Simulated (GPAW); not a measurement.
# GaN (P6_3mc) in GPAW: notebook, part 2 of 2

GPAW 26.7.0. Earlier steps stand in the parts before.

### 4 G0W0 quasiparticle levels, LDA

run.py

```python
import json
import numpy as np
from ase import Atoms
from ase.dft.bandgap import bandgap
from ase.io import write
from gpaw import GPAW, PW
from gpaw.response.g0w0 import G0W0

atoms = Atoms(['Ga', 'Ga', 'N', 'N'],
              cell=[[3.18, 0.0, 0.0],
                    [-1.59, 2.753960784, 0.0],
                    [0.0, 0.0, 5.166]],
              scaled_positions=[[0.6666666667, 0.3333333333, 0.5],
                                [0.3333333333, 0.6666666667, 0.0],
                                [0.6666666667, 0.3333333333, 0.875],
                                [0.3333333333, 0.6666666667, 0.375]],
              pbc=True)

calc = GPAW(mode=PW(600),
            xc='LDA',
            kpts={'size': (5, 5, 3), 'gamma': True},
            occupations={'name': 'fermi-dirac', 'width': 0.001},
            nbands=18,
            convergence={'density': 1e-06},
            maxiter=150,
            txt='gpaw.txt')
atoms.calc = calc
energy = atoms.get_potential_energy()
calc.write('gs.gpw')
write('result.traj', atoms)
print(f'Energy: {energy:.6f} eV')
print('Fermi level:', round(calc.get_fermi_level(), 4), 'eV')
print(f'Gap: {bandgap(calc)[0]:.4f} eV, direct: {bandgap(calc, direct=True)[0]:.4f} eV')

calc.diagonalize_full_hamiltonian(nbands=192)
calc.write('full.gpw', mode='all')

ibz = calc.get_ibz_k_points()
gap, vbm, cbm = bandgap(calc, output=None)
gap, direct, _ = bandgap(calc, direct=True, output=None)
gamma = int(np.abs(ibz).sum(1).argmin())
kpts = sorted({gamma, vbm[1], cbm[1], direct[1]})
gw = G0W0(calc='full.gpw',
          filename='gw',
          ecut=150,
          ecut_extrapolation=False,
          relbands=(-1, 1),
          kpts=kpts,
          integrate_gamma='WS',
          nbands=188,
          ppa=True)
gw.calculate()
results = {mode: {key: np.asarray(r[key]).tolist() for key in ['f', 'eps', 'vxc', 'exx', 'sigma', 'Z', 'qp', 'sigma_eskn']}
           for mode, r in gw.all_results.items()}
json.dump({'kpts': ibz[kpts].tolist(), 'results': results}, open('gw.json', 'w'))
for mode, r in results.items():
    f, qp = np.array(r['f']), np.array(r['qp'])
    print(mode, 'quasiparticle energies (eV):')
    print(qp.round(3))
    print(mode, 'gap:', round(qp[f < 0.5].min() - qp[f > 0.5].max(), 4), 'eV')
```

Potentials or basis: the program's PAW data sets (release 1.2.1) made for this functional, pw.

Command:

```sh
$ OMP_NUM_THREADS=1 python run.py
```

gpaw.txt:

```text
__  _  _
 | _ |_)|_||  |
 |__||  | ||/\| - 26.7.0

Input parameters:
  mode=PW(ecut=600.0),
  convergence={'density': 1e-06},
  kpts=MonkhorstPack(size=(5, 5, 3), gamma=True),
  maxiter=150,
  nbands=18,
  occupations=Occupations(name='fermi-dirac', width=0.001),
  xc=XC(name='LDA')

Diagonalizing LCAO Hamiltonian
Converting LCAO to pw mode

           N

           Ga
        N

        Ga

Atoms  # Å, Bohr magnetons
|   | symbol |         x |        y |        z |    initial magnetic moments |
|---|--------|-----------|----------|----------|-----------------------------|
| 0 |     Ga |  1.590000 | 0.917987 | 2.583000 | ( 0.0000,  0.0000,  0.0000) |
| 1 |     Ga | -0.000000 | 1.835974 | 0.000000 | ( 0.0000,  0.0000,  0.0000) |
| 2 |      N |  1.590000 | 0.917987 | 4.520250 | ( 0.0000,  0.0000,  0.0000) |
| 3 |      N | -0.000000 | 1.835974 | 1.937250 | ( 0.0000,  0.0000,  0.0000) |

Unit cell  # Å
| periodic |         x |        y |        z |  lengths |     angles |
|----------|-----------|----------|----------|----------|------------|
|      yes |  3.180000 | 0.000000 | 0.000000 | 3.180000 |  90.000000 |
|      yes | -1.590000 | 2.753961 | 0.000000 | 3.180000 |  90.000000 |
|      yes |  0.000000 | 0.000000 | 5.166000 | 5.166000 | 120.000000 |

Number of symmetries: 6
Symmetry operations  # r_c * U_cc + t_c -> r_c
|   | kind |            matrix            |
|---|------|------------------------------|
| 0 |  σ   |  1, 1, 0,  0,-1, 0,  0, 0, 1 |
| 1 |  E   |  1, 0, 0,  0, 1, 0,  0, 0, 1 |
| 2 |  C3  |  0, 1, 0, -1,-1, 0,  0, 0, 1 |
[... 111 lines left out ...]
  Fourier metric: weight=20.0, sigma=0.015

occupation numbers:
  Fermi-Dirac:
    width: 0.0010  # eV

poisson solver:
  ecut: 4800.0  # eV

xc functional:
  name: None

convergence criteria:
- Maximum integral of absolute [dens]ity change: 1e-06 electrons / valence electron
- Maximum [total energy] change in last 3 cyles: 0.0005 eV / valence electron
- Maximum integral of absolute [eigenst]ate change: 4e-08 eV^2 / valence electron
maximum number of iterations: 150

SCF iterations
|iter     | |      energy | eigst |  dens |
|---------|-|-------------|-------|-------|
|iter:   1| |  -30.934495 | -0.30 |       |
|iter:   2| |  -30.007818 | -1.89 | -0.58 |
|iter:   3| |  -27.450678 | -0.58 | -0.63 |
|iter:   4| |  -27.421695 | -2.94 | -1.31 |
|iter:   5| |  -27.412030 | -3.43 | -1.59 |
|iter:   6| |  -27.412013 | -5.54 | -2.85 |
|iter:   7| |  -27.412018c| -6.41 | -3.24 |
|iter:   8| |  -27.412018c| -7.61c| -4.23 |
|iter:   9| |  -27.412017c| -7.62c| -4.59 |
|iter:  10| |  -27.412017c| -8.28c| -5.10 |
|iter:  11| |  -27.412017c| -9.26c| -5.82 |
|iter:  12| |  -27.412017c| -9.99c| -6.24c|

Converged in 12 steps
Energy contributions relative to reference atoms: (reference = -108557.861093)

Energy contributions:
  Kinetic:          67.972697
  Coulomb:         -59.357304
  Zero:              0.108492
  External:          0.000000
  Xc:              -36.135902
  Entropy:          -0.000000
  Spinorbit:         0.000000
  ----------------------------
  Free energy:     -27.412017
  Extrapolated:    -27.412017

dipole moment: (-0.000024, -0.000040, -11.624143)  # |e|*Ang

Fermi level: 6.919
Eigenvalues  # (at kpt = [0.000, 0.000, 0.000])
| band index |      eig [eV] | occ [0-2] |
|------------|---------------|-----------|
|          0 |        -9.695 |     2.000 |
|          1 |        -7.229 |     2.000 |
|          2 |        -0.980 |     2.000 |
|          3 |         5.136 |     2.000 |
|          4 |         5.136 |     2.000 |
|          5 |         6.141 |     2.000 |
[... 8 lines left out ...]
|         14 |        17.889 |     0.000 |
|         15 |        17.889 |     0.000 |
|        ... |               |           |
|         17 |        21.437 |     0.000 |

Gap: 2.077 eV
Transition (v -> c):
  (s=0, k=0, n=7, [0.00, 0.00, 0.00]) -> (s=0, k=0, n=8, [0.00, 0.00, 0.00])
No difference between direct/indirect transitions
# Writing to gs.gpw (mode='')

Matrix size: 1521x1521
# Writing to full.gpw (mode='all')
```

stdout:

```text
Energy: -27.412017 eV
Fermi level: 6.9191 eV
Gap: 2.0768 eV, direct: 2.0768 eV
IBZ(<points: 12, symmetries: 6>)
Occupied bands: 8
Calculating eigenvalues:
  k-points: 1
  Bands: 7-8 (inclusive)
HSE06-eigenvalue shifts:
  min: -3.145 eV
  ave: 0.728 eV
  max: 4.601 eV
GW quasiparticle energies (eV):
[[[5.792 9.348]]]
GW gap: 3.5566 eV
```

gw.w.txt:

```text
FrequencyGridDescriptor(from 0.000+0.000j to 0.000+27.211j eV, 2 points)
FrequencyGridDescriptor(from 0.000+0.000j to 0.000+27.211j eV, 2 points)

BZ k-points: Symmetries present (total): 6

75 k-points: 5 x 5 x 3 Monkhorst-Pack grid
12 k-points in the irreducible part of the Brillouin zone
       k-points in crystal coordinates                weights
   0:     0.00000000    0.00000000    0.00000000          1/75
[... 120 lines left out ...]
vxc:     KS vxc [eV]
exx:     Exact exchange [eV]
sigma:   Self-energies [eV]
dsigma:  Self-energy derivatives
Z:       Renormalization factors
qp:      QP-energies [eV]

k-point 0 (0): (0.000, 0.000, 0.000)                GW
band       f     eps     vxc     exx   sigma  dsigma       Z      qp
                                                                   GW
   7   1.000   6.215 -19.224 -22.369   2.603  -0.280   0.781   5.792
   8   0.000   8.292 -16.152 -11.551  -3.300  -0.231   0.812   9.348
```

Run time: 2.5 min. Hardware: 1 thread of Intel Xeon 6975P-C (Granite Rapids), shared host; peak memory 0.42 GiB.

What came out:

```
Free energy                              : -27.4120 eV
Band gap on the k mesh, mean-field level : 2.08 eV, direct
Quasiparticle gap                        : 3.56 eV
Least direct quasiparticle gap           : 3.56 eV
```

Caveat: the k mesh is coarse (spacing up to 0.46 Å⁻¹), so the values aren't converged; the quasiparticle gap is taken among the few k points that were corrected; the long-wavelength limit can be off by a per cent or two.

### 5 Band structure, PBE

run.py

```python
from ase.dft.bandgap import bandgap
from ase.io import read, write
from gpaw import GPAW

atoms = read('POSCAR')

calc = GPAW(mode='lcao',
            h=0.16,
            basis='sz(dzp)',
            xc='PBE',
            kpts={'size': (7, 7, 4), 'gamma': True},
            occupations={'name': 'fermi-dirac', 'width': 0.05},
            convergence={'density': 1e-05, 'energy': 1e-05},
            maxiter=150,
            txt='gpaw.txt')
atoms.calc = calc
energy = atoms.get_potential_energy()
forces = atoms.get_forces()
calc.write('gs.gpw')
write('result.traj', atoms)
print(f'Energy: {energy:.6f} eV')
print('Forces (eV/A):')
print(forces.round(4))
print('Fermi level:', round(calc.get_fermi_level(), 4), 'eV')
print(f'Gap: {bandgap(calc)[0]:.4f} eV, direct: {bandgap(calc, direct=True)[0]:.4f} eV')

path = atoms.cell.bandpath('GMKGALHA,LM,KH', npoints=60, eps=1e-4)
bs_calc = calc.fixed_density(kpts=path, symmetry='off', txt='bands.txt')
bs = bs_calc.band_structure()
bs.write('bs.json')
print(f'Gap on the path: {bandgap(bs_calc)[0]:.4f} eV')
```

POSCAR

```
GaN
1.0
    3.1800000000      0.0000000000      0.0000000000
   -1.5900000000      2.7539607840      0.0000000000
    0.0000000000      0.0000000000      5.1660000000
Ga N
2 2
Direct
    0.6666666667      0.3333333333      0.5000000000
    0.3333333333      0.6666666667      0.0000000000
    0.6666666667      0.3333333333      0.8750000000
    0.3333333333      0.6666666667      0.3750000000
```

Potentials or basis: GPAW PAW data sets (gpaw-data 1.2.1), lcao:sz(dzp).

Command:

```sh
$ OMP_NUM_THREADS=1 python run.py
```

gpaw.txt:

```text
__  _  _
 | _ |_)|_||  |
 |__||  | ||/\| - 26.7.0

Input parameters:
  mode=LCAO(),
  basis={'default': 'sz(dzp)'},
  convergence={'density': 1e-05, 'energy': 1e-05},
  h=0.16,
  kpts=MonkhorstPack(size=(7, 7, 4), gamma=True),
  maxiter=150,
  occupations=Occupations(name='fermi-dirac', width=0.05),
  xc=XC(name='PBE')

           N

           Ga
        N

        Ga

Atoms  # Å, Bohr magnetons
|   | symbol |         x |        y |        z |    initial magnetic moments |
|---|--------|-----------|----------|----------|-----------------------------|
| 0 |     Ga |  1.590000 | 0.917987 | 2.583000 | ( 0.0000,  0.0000,  0.0000) |
| 1 |     Ga | -0.000000 | 1.835974 | 0.000000 | ( 0.0000,  0.0000,  0.0000) |
| 2 |      N |  1.590000 | 0.917987 | 4.520250 | ( 0.0000,  0.0000,  0.0000) |
| 3 |      N | -0.000000 | 1.835974 | 1.937250 | ( 0.0000,  0.0000,  0.0000) |

Unit cell  # Å
| periodic |         x |        y |        z |  lengths |     angles |
[... 331 lines left out ...]

Energy contributions:
  Kinetic:         107.023992
  Coulomb:         -94.137427
  Zero:              0.866413
  External:          0.000000
  Xc:              -35.775846
  Entropy:          -0.000000
  Spinorbit:         0.000000
  ----------------------------
  Free energy:     -22.022869
  Extrapolated:    -22.022869

dipole moment: (0.000001, -0.000001, -11.495504)  # |e|*Ang

Fermi level: 8.080
Eigenvalues  # (at kpt = [0.000, 0.000, 0.000])
| band index |      eig [eV] | occ [0-2] |
|------------|---------------|-----------|
|          0 |        -9.413 |     2.000 |
|          1 |        -6.912 |     2.000 |
|          2 |        -0.473 |     2.000 |
|          3 |         5.663 |     2.000 |
|          4 |         5.671 |     2.000 |
|          5 |         6.739 |     2.000 |
|          6 |         6.822 |     2.000 |
|          7 |         6.833 |     2.000 |
|          8 |         9.048 |     0.000 |
|          9 |        11.670 |     0.000 |
|         10 |        16.907 |     0.000 |
|         11 |        17.700 |     0.000 |
|         12 |        17.701 |     0.000 |
|         13 |        18.453 |     0.000 |

Gap: 2.216 eV
Transition (v -> c):
  (s=0, k=0, n=7, [0.00, 0.00, 0.00]) -> (s=0, k=0, n=8, [0.00, 0.00, 0.00])
No difference between direct/indirect transitions

Forces  # eV/Ang
|        x |       y |        z |
|----------|---------|----------|
| -0.00000 | 0.00000 | -0.18645 |  # Ga   0
| -0.00000 | 0.00000 | -0.18645 |  # Ga   1
| -0.00000 | 0.00000 |  0.18516 |  # N    2
| -0.00000 | 0.00000 |  0.18517 |  # N    3

# Writing to gs.gpw (mode='')
```

stdout:

```text
Energy: -22.022869 eV
Forces (eV/A):
[[-0.      0.     -0.1864]
 [-0.      0.     -0.1865]
 [-0.      0.      0.1852]
 [-0.      0.      0.1852]]
Fermi level: 8.0796 eV
Gap: 2.2156 eV, direct: 2.2156 eV
Gap on the path: 2.2156 eV
```

bands.txt:

```text
convergence criteria:
- Maximum integral of absolute [eigenst]ate change: 4e-08 eV^2 / valence electron
maximum number of iterations: 150

SCF iterations
|iter     | |      energy | eigst |  dens |
|---------|-|-------------|-------|-------|
|iter:   1| |             |      c|       |
[... 60 lines left out ...]
         [0.5       , 0.        , 0.4       ],
         [0.5       , 0.        , 0.3       ],
         [0.5       , 0.        , 0.2       ],
         [0.5       , 0.        , 0.1       ],
         [0.5       , 0.        , 0.        ],
         [0.33333333, 0.33333333, 0.        ],
         [0.33333333, 0.33333333, 0.125     ],
         [0.33333333, 0.33333333, 0.25      ],
         [0.33333333, 0.33333333, 0.375     ],
         [0.33333333, 0.33333333, 0.5       ]])),
  maxiter=150,
  occupations=Occupations(name='fermi-dirac', width=0.05),
  symmetry=Symmetry(point_group=False, time_reversal=False),
  xc=XC(name='PBE')
```

It took 52 s on 1 thread of Intel Xeon Platinum 8488C (Sapphire Rapids), shared host; peak memory 0.18 GiB.

These settings aren't checked as converged: the numbers below hold their error.

Results:

```
Free energy             : -22.0229 eV
Largest force           : 0.186 eV/Å
Band gap on the k mesh  : 2.22 eV, direct
Band gap along the path : 2.22 eV, direct
```

Caveat: the real-space grid adds noise to forces; the basis of atomic orbitals isn't converged, which shifts pressures, moduli and gaps.

### 6 The reference run

An earlier run on the cell as given: functional PBE; potentials or basis GPAW PAW data sets (gpaw-data 1.2.1); cutoff 800 eV; basis pw; k mesh 10 × 10 × 5; occupations fermi-dirac, width 0.05 eV; no spin polarisation.

- Pressure: 15.3 GPa
- Largest force: 0.181 eV/Å
- Band gap on the k mesh: 2.09 eV, direct
